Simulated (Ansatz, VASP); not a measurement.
# Zr: VASP beside Ansatz

```
CELL_PARAMETERS angstrom
11.60000 0.00000 0.00000
0.00000 9.30000 0.00000
0.00000 0.00000 2.84907
ATOMIC_POSITIONS crystal
Zr 0.39989 0.50000 0.00000
Zr 0.60011 0.50000 0.50000
```

Alike in both runs: functional PBE; k mesh 1 × 1 × 21; occupations gaussian, width 0.05 eV; collinear spin.

Ansatz relaxed the structure, and its values are those at the end. VASP's run is a single point on that final structure, the one shown.

```csv
,VASP,Ansatz
version,VASP 6.6.1,Ansatz 0.2.0
potentials or method,"VASP PAW PBE potentials, release 64 (Zr_sv)","scalar-relativistic, plane waves, PAW"
plane-wave cutoff (eV),520,420
valence electrons in the cell,24,24
```

Ansatz gave:

- gap on the k mesh at the Fermi level (eV): none
- rms of the force components (eV/Å): 0.002
- net moment per atom (μB): 0.25
- size of the moment on the site where the two differ most (μB): 0.07

Which values does VASP return?

gap on the k mesh at the Fermi level (eV): none; rms of the force components (eV/Å): 0.012; net moment per atom (μB): 0.25; size of the moment on the site where the two differ most (μB): 0.08.

Site moments also hang on the region over which each program counts them. A gap of «none» marks a metal or a gap that the smearing closes. Ansatz warned: «seeded_moment_not_kept».
